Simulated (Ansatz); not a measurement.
Crystal: Ir.

```
Ir
1.0
     0.00000    1.91560    1.91560
     1.91560    0.00000    1.91560
     1.91560    1.91560    0.00000
Ir
1
Direct
  0.00000 0.00000 0.00000
```

```yaml
Program: Ansatz 0.2.0
Task: relaxation of cell and atoms
Functional: PBEsol
Dispersion: D3(BJ)
Potentials_or_basis: all-electron LAPW, scalar-relativistic
Basis_error_allowed: 0.001 eV/atom
k_mesh: 12 × 12 × 12
Occupations: fermi-dirac, width 0.05 eV
Spin: no spin polarisation
```

At the start: volume 14.06 Å³/atom.

Task: Where does the relaxation end?

Result: Over 4 steps the energy falls by 9.2 meV/atom and the volume is 13.74 Å³/atom (-2.3 %); space group Fm-3m (No. 225, to 0.05 Å).

The path:
| step | energy change (eV) | largest force (eV/Å) | volume (Å³) |
| --- | --- | --- | --- |
| 1 | 0.0000 | 0.0000 | 14.06 |
| 2 | -0.0091 | 0.0000 | 13.76 |
| 3 | -0.0092 | 0.0000 | 13.74 |
| 4 | -0.0092 | 0.0000 | 13.74 |

Final structure:
```
Ir
1.0
     0.00000    1.90088    1.90088
     1.90088    0.00000    1.90088
     1.90088    1.90088    0.00000
Ir
1
Cartesian
  0.0000 0.0000 0.0000
```
